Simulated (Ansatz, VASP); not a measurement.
## Two plane-wave programs on Pt

```
Pt
1.0
     2.73393    0.00000    0.00000
    -1.36696    2.36765    0.00000
     0.00000    0.00000   10.01967
Pt
4
Direct
  0.33333 0.66667 0.11907
  0.66667 0.33333 0.61907
  0.33333 0.66667 0.38093
  0.66667 0.33333 0.88093
```

Alike in both runs: functional PBE; k mesh 9 × 9 × 2; occupations gaussian, width 0.1 eV; no spin polarisation.

Ansatz relaxed the structure, and its values are those at the end. VASP's run is a single point on that final structure, the one shown.

|  | VASP | Ansatz |
| --- | --- | --- |
| version | VASP 6.6.1 | Ansatz 0.2.0 |
| potentials or method | VASP PAW PBE potentials, release 64 (Pt) | scalar-relativistic, plane waves, PAW |
| plane-wave cutoff (eV) | 520 | 420 |
| valence electrons in the cell | 40 | 72 |

```csv
,VASP,Ansatz,Ansatz less VASP
gap on the k mesh at the Fermi level (eV),none,none,-
pressure (GPa),-0.4,0.1,+0.53
rms of the force components (eV/Å),0.017,0.013,-0.0044
```

A gap of «none» marks a metal or a gap that the smearing closes. With one functional, cell and mesh, what is left measures potentials, basis and numerics. The two sets of potentials don't hold the same shells in valence.

Spin-orbit coupling is left out, which matters for the levels of Pt.
